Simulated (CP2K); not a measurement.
Runs of CP2K 2026.2 on W. The structure is cubic, space group Im-3m (No. 229). Conventional cell: a = 3.165 Å, b = 3.165 Å, c = 3.165 Å, α = 90.00°, β = 90.00°, γ = 90.00°. W (site symmetry m-3m) has 8 W at 2.74 Å as nearest neighbours. 

```csv
level,gap on the mesh (eV),pressure (GPa),relaxed volume (Å³/atom)
PBE,none,0.0,16.01
LDA,none,0.0,15.49
WC,none,0.0,15.74
PBEsol,none,0.0,(a)
```

Alike in all rows: task relaxation of cell and atoms; potentials or basis POTENTIAL_UZH W GTH-PBE-q14; TZVP-MOLOPT-PBE-GTH basis; no spin polarisation; cell relaxed; k mesh 9 × 9 × 9; smearing fermi-dirac 0.05 eV.

Estimate the missing entries.

(a) 15.65.

Caveats: the basis of atomic orbitals isn't converged, which shifts pressures, moduli and gaps; the real-space grid breaks the cell's symmetry a little; the potentials were made for another functional, which shifts forces and pressure (some runs).

A k mesh can miss the band edges, and the runs leave out spin-orbit coupling on W.

A gap of «none» marks a metal or a gap under the smearing width.
